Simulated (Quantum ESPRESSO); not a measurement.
Runs of Quantum ESPRESSO 7.5 on CdO (Monteponite). Symmetry: Fm-3m, No. 225, cubic system. Conventional cell: a = 4.699 Å, b = 4.699 Å, c = 4.699 Å, α = 90.00°, β = 90.00°, γ = 90.00°. Around Cd (site symmetry m-3m) lie 6 O at 2.35 Å. O (site symmetry m-3m) has 6 Cd at 2.35 Å as nearest neighbours. 

| level | k mesh | SCF threshold | symmetry | form of the LDA correlation | gap on the mesh (eV) | pressure (GPa) |
| --- | --- | --- | --- | --- | --- | --- |
| EV93PW91 | 10 × 10 × 10 | 4e-10 Ry | - | - | 0.22 | 28.9 |
| r2SCAN | 8 × 8 × 8 | 1e-08 Ry | off | - | none | 0.0 |
| AM05 | 10 × 10 × 10 | 4e-10 Ry | - | - | none | 0.1 |
| LDA | 10 × 10 × 10 | 4e-10 Ry | - | PZ81 | none | -6.8 |
| RPBE | 10 × 10 × 10 | 4e-10 Ry | - | - | none | (a) |

Alike in all rows: task band structure; potentials or basis SG15 PBE 1.2; no spin polarisation; cell as given; cutoff (eV) 1197; smearing fermi-dirac 0.05 eV.

Task: Fill in the values left out.

Result: (a) 11.3.

Caveats: the potentials were made for another functional, which shifts forces and pressure; the potentials were made for a functional far from this one (some runs); a pressure of tens of GPa on the cell as given is suspect, and the run, the potentials or the cell itself is likely at fault (some runs).

A k mesh can miss the band edges, and the runs leave out spin-orbit coupling on Cd.

A gap of «none» marks a metal or a gap under the smearing width.
